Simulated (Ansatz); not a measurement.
`CCOCCF` + `CC(C)(C)O` → `COC(C)(C)C` + `COCCF`  (substitution at a C–C bond)

Calculated with Ansatz (gas phase, PBE0-D4/def2-TZVP geometries, no zero-point term in ΔE). CCSD(T)/CBS is the MP2 limit (def2-TZVPP, def2-QZVPP) plus CCSD(T) − MP2 in def2-TZVPP, frozen cores. Functionals use def2-TZVPP. Each species was taken in one conformer, which may not be the lowest.

`CCOCCF`:

Z-matrix (Å, degrees):
```
C
C 1 1.506
H 1 1.092 2 110.6
H 1 1.092 2 110.6 3 -120.1
H 1 1.092 2 110.3 3 120.0
O 2 1.408 1 108.8 3 60.0
H 2 1.101 1 110.7 3 -60.7
H 2 1.101 1 110.7 3 -179.3
C 6 1.399 2 112.9 1 179.9
C 9 1.510 6 107.3 2 -180.0
H 9 1.100 6 111.2 2 -60.0
H 9 1.100 6 111.2 2 60.0
F 10 1.381 9 109.1 6 179.9
H 10 1.093 9 110.7 6 -60.8
H 10 1.093 9 110.7 6 60.5
```

`CC(C)(C)O`:

Z-matrix (Å, degrees):
```
C
C 1 1.523
H 1 1.093 2 111.3
H 1 1.092 2 110.2 3 120.5
H 1 1.095 2 110.7 3 -119.7
C 2 1.517 1 110.8 3 -61.9
C 2 1.523 1 110.7 3 61.4
O 2 1.426 1 109.7 3 -177.5
H 6 1.092 2 110.2 1 -178.1
H 6 1.092 2 110.2 1 -58.7
H 6 1.092 2 110.8 1 61.6
H 7 1.093 2 111.3 1 -61.3
H 7 1.092 2 110.2 1 178.2
H 7 1.095 2 110.7 1 58.4
H 8 0.961 2 108.1 1 -60.8
```

`COC(C)(C)C`:

Z-matrix (Å, degrees):
```
C
O 1 1.400
H 1 1.097 2 112.7
H 1 1.097 2 112.7 3 -123.2
H 1 1.091 2 106.5 3 118.4
C 2 1.428 1 117.3 3 61.1
C 6 1.519 2 103.7 1 179.6
C 6 1.524 2 111.0 1 -62.2
C 6 1.524 2 111.1 1 61.4
H 7 1.092 6 110.1 2 59.6
H 7 1.092 6 110.8 2 179.9
H 7 1.092 6 110.1 2 -59.7
H 8 1.092 6 110.2 2 -52.6
H 8 1.092 6 110.1 2 -172.2
H 8 1.092 6 112.0 2 68.4
H 9 1.092 6 110.1 2 172.1
H 9 1.092 6 112.0 2 -68.5
H 9 1.092 6 110.3 2 52.6
```

`COCCF`:

Z-matrix (Å, degrees):
```
C
O 1 1.408
H 1 1.094 2 112.3
H 1 1.090 2 106.9 3 119.8
H 1 1.098 2 111.0 3 -121.6
C 2 1.400 1 114.6 3 68.6
C 6 1.507 2 114.7 1 -79.6
H 6 1.095 2 106.4 1 161.8
H 6 1.101 2 111.0 1 44.8
F 7 1.386 6 111.5 2 75.0
H 7 1.095 6 109.9 2 -165.7
H 7 1.094 6 110.5 2 -44.8
```

| species | PBE energy (Eh) |
| --- | --- |
| `CCOCCF` | -332.63041 |
| `CC(C)(C)O` | -233.45841 |
| `COC(C)(C)C` | -272.71033 |
| `COCCF` | -293.35486 |

Problem. Work out ΔE.

Solution. ΔE = (-272.71033) + (-293.35486) − (-332.63041) − (-233.45841) = 0.02363 Eh = +62.0 kJ/mol. CCSD(T)/CBS gives +65.2 kJ/mol.

Largest T1 diagnostic among the species: 0.011.

From PBE to PBE0 (25 % exact exchange), in def2-TZVPP and without D4, ΔE moves by +3.7 kJ/mol. At CCSD(T), def2-SVP lies −6.9 kJ/mol from the extrapolated value and def2-TZVPP −3.4 kJ/mol.
